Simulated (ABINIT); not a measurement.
# HgSe: band structure with LDA

The system is HgSe.

```xyz
2
Lattice="0.0000 3.0390 3.0390 3.0390 0.0000 3.0390 3.0390 3.0390 0.0000" Properties=species:S:1:pos:R:3 pbc="T T T"
Hg    0.0000    0.0000    0.0000
Se    4.5585    4.5585    4.5585
```

```
Program             : ABINIT 10.8.3 (patched build)
Task                : band structure
Functional          : LDA
Potentials or basis : JTH PAW LDA v2.0
Cutoff              : 544 eV
k mesh              : 8 × 8 × 8
Occupations         : fermi-dirac, width 0.05 eV
Spin                : no spin polarisation
Fine-grid cutoff    : 1088.46 eV
```

The pressure is -0.3 GPa, the band gap on the k mesh is none (metal or under the smearing width) and the valence electrons inside the program's atomic spheres are Hg 9.98; Se 3.90.

Levels at the corners of the path, in eV from the Fermi level:
| point | band 6 | band 7 | band 8 | band 9 | band 10 | band 11 | band 12 | band 13 |
| --- | --- | --- | --- | --- | --- | --- | --- | --- |
| Γ | -6.49 | -1.21 | -0.05 | -0.05 | -0.05 | 5.34 | 5.34 | 5.34 |
| X | -6.13 | -5.22 | -2.39 | -2.39 | 2.61 | 2.74 | 8.18 | 9.66 |
| W | -5.87 | -5.44 | -2.86 | -2.52 | 3.49 | 4.93 | 5.88 | 7.23 |
| K | -5.96 | -5.39 | -3.00 | -1.96 | 2.75 | 4.29 | 7.70 | 8.10 |
| Γ | -6.49 | -1.21 | -0.05 | -0.05 | -0.05 | 5.34 | 5.34 | 5.34 |
| L | -6.17 | -5.67 | -1.04 | -1.04 | 0.89 | 6.11 | 6.11 | 6.74 |
| U | -5.96 | -5.39 | -3.00 | -1.96 | 2.75 | 4.29 | 7.70 | 8.10 |
| W | -5.87 | -5.44 | -2.86 | -2.52 | 3.49 | 4.93 | 5.88 | 7.23 |
| L | -6.17 | -5.67 | -1.04 | -1.04 | 0.89 | 6.11 | 6.11 | 6.74 |
| K | -5.96 | -5.39 | -3.00 | -1.96 | 2.75 | 4.29 | 7.70 | 8.10 |

It took 2.1 min on 1 thread of Arm Neoverse V2, with other jobs on the host, peak memory 0.13 GiB.

Caveat: spin-orbit coupling is left out, which moves the levels of the heavy elements.
